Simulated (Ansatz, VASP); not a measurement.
## TiAl in VASP and in Ansatz

```xyz
2
Lattice="2.8325 0.0000 0.0000 -1.4162 2.4530 0.0000 0.0000 0.0000 4.5977" Properties=species:S:1:pos:R:3 pbc="T T T"
Ti    0.0000    0.0000    0.0000
Al    0.0000    1.6353    2.2989
```

Alike in both runs: functional PBE; dispersion D3(BJ); k mesh 18 × 18 × 10; occupations gaussian, width 0.1 eV; no spin polarisation.

Ansatz relaxed the structure, and its values are those at the end. VASP's run is a single point on that final structure, the one shown.

```csv
,VASP,Ansatz
version,VASP 6.6.1,Ansatz 0.2.0
potentials or method,"VASP PAW PBE potentials, release 64 (Ti_sv, Al)","scalar-relativistic, plane waves, PAW"
plane-wave cutoff (eV),520,420
valence electrons in the cell,15,15
```

|  | VASP | Ansatz | Ansatz less VASP |
| --- | --- | --- | --- |
| gap on the k mesh at the Fermi level (eV) | none | none | - |
| pressure (GPa) | -0.1 | 0.0 | +0.05 |

A gap of «none» marks a metal or a gap that the smearing closes.

Caveats: pairwise dispersion overbinds metals, which lowers pressure and volume.
